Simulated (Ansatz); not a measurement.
# Ti3H: the cost of one run

Method: DFT PBE, scalar-relativistic, plane waves, PAW, in Ansatz 0.2.0.

2 further runs of the same task are left out: 2 set aside as unsound or not needed.

### Step 1. The system as given

It takes space group Cm (No. 8, monoclinic). The conventional cell has a = 3.256 Å, b = 4.604 Å, c = 21.326 Å, α = 90.00°, β = 90.00°, γ = 90.00°. Around Ti (site symmetry m) lie 6 Ti at 2.71 to 2.82 Å. Ti (site symmetry m) is surrounded by 8 Ti at 2.70 to 2.82 Å. Ti (site symmetry m) has 1 H at 1.70 Å as nearest neighbours. H (site symmetry m) has 1 Ti at 1.70 Å as nearest neighbours.

Structure file:

```xyz
4
Lattice="2.8194 0.0000 0.0000 -0.9398 2.6581 0.0000 0.0000 0.0000 21.3260" Properties=species:S:1:pos:R:3 pbc="T T T"
Ti    0.9398    1.3291    4.0000
Ti    0.0000    0.0000    6.1690
Ti    0.9398    1.3291    8.3260
H     1.5663    2.2151    9.6360
```

This is the geometry of the first run shown, built on a cell relaxed beforehand with the same method.

### Step 2. What is varied

Atoms count from 1 in the order of the input.

H is moved along a line over the surface and along the normal, above a rigid substrate.

- position of H4 along the diagonal of the surface cell, from above Ti3: 6 values from 0.00 to 2.71 Å, periodic
- height of H4 above the plane of Ti3: 8 values from 0.55 to 3.67 Å

Nothing else is relaxed. Points are written as (first, second).

### Step 3. Point (1.09 Å, 1.31 Å)

A dipole layer in the vacuum cancels the field that periodic copies would set up if the slab's two faces differ.

Contents of input.yaml:

```yaml
crystal:
  lattice:
    - [2.8193504947, 0.0, 0.0]
    - [-0.9397834982, 2.6581091378, 0.0]
    - [0.0, 0.0, 21.3259744853]
  atoms:
    - { symbol: Ti, position: [0.5, 0.5, 0.1875646997] }
    - { symbol: Ti, position: [0.0, 0.0, 0.2892724347] }
    - { symbol: Ti, position: [0.5, 0.5, 0.390414726] }
    - { symbol: H, position: [0.8333333333, 0.8333333333, 0.4518421651] }
basis:
  ecutwfc: 420
kpoints:
  mp_grid: { grid: [10, 10, 1] }
hamiltonian:
  xc: pbe
scf:
  occupations: { method: gaussian, width: 0.1 }
output:
  forces: true
  eigenvalues: true
efield:
  axis: 3
  dipole_correction: true
  ramp_width: 0.04
```

On the command line:

```console
ansatz run input.yaml --threads 1 --pin off --max-ram 3072MiB --backend cpu --events-out ev --progress --plain --runs-dir out
```

**Question.** How long does this run take on 1 thread of Intel Xeon Platinum 8488C (Sapphire Rapids), shared host, and how much memory does it need?

About 6.1 s, with a peak of 0.43 GiB.
